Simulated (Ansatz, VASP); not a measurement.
CdSe in VASP and in Ansatz

File INCAR:

```
PREC = Accurate
ENCUT = 520
EDIFF = 1E-6
ISMEAR = 0
SIGMA = 0.02
LREAL = False
LASPH = True
NELM = 100
ALGO = Fast
ISIF = 2
LWAVE = False
LCHARG = False
GGA = PS
NBANDS = 16
```

KPOINTS

```
Automatic mesh
0
Gamma
  10 10 10
```

The input POSCAR:

```
CdSe
1.0
    0.0000000000      3.0413096080      3.0413096080
    3.0413096080      0.0000000000      3.0413096080
    3.0413096080      3.0413096080      0.0000000000
Cd Se
1 1
Direct
    0.0000000000      0.0000000000      0.0000000000
    0.2500000000      0.2500000000      0.2500000000
```

Input for Ansatz:

```yaml
crystal:
  lattice:
    - [0.0, 3.041309608, 3.041309608]
    - [3.041309608, 0.0, 3.041309608]
    - [3.041309608, 3.041309608, 0.0]
  atoms:
    - { symbol: Cd, position: [0.0, 0.0, 0.0] }
    - { symbol: Se, position: [0.25, 0.25, 0.25] }
basis:
  ecutwfc: 420
kpoints:
  mp_grid: { grid: [10, 10, 10] }
  band_path:
    path:
      - [0.0, 0.0, 0.0]
      - [-0.5, -0.5, 0.0]
      - [-0.375, -0.375, 0.25]
      - [-0.375, 0.0, 0.375]
      - [0.0, 0.0, 0.5]
      - [-0.5, -0.25, 0.25]
    npoints: 1
hamiltonian:
  xc: pbesol
scf:
  occupations: { method: gaussian, width: 0.02 }
  n_extra_bands: 4
output:
  forces: true
  stress: true
  eigenvalues: true
```

Alike in both runs: task single point; functional PBEsol; k mesh 10 × 10 × 10; occupations gaussian, width 0.02 eV; no spin polarisation.

```csv
,VASP,Ansatz
version,VASP 6.6.1,Ansatz 0.2.0
potentials or method,"VASP PAW PBE potentials, release 64 (Cd, Se)","scalar-relativistic, plane waves, PAW"
plane-wave cutoff (eV),520,420
valence electrons in the cell,18,36
```

|  | VASP | Ansatz | Ansatz less VASP |
| --- | --- | --- | --- |
| gap on the k mesh at the Fermi level (eV) | 0.48 | 0.48 | -0.002 |
| least direct gap on the mesh (eV) | 0.48 | 0.48 | -0.002 |
| pressure (GPa) | 0.3 | 0.0 | -0.34 |

With one functional, cell and mesh, what is left measures potentials, basis and numerics. The two sets of potentials don't hold the same shells in valence.

Caveats: the PAW data sets were made with another functional, which shifts forces and pressure a little (VASP).
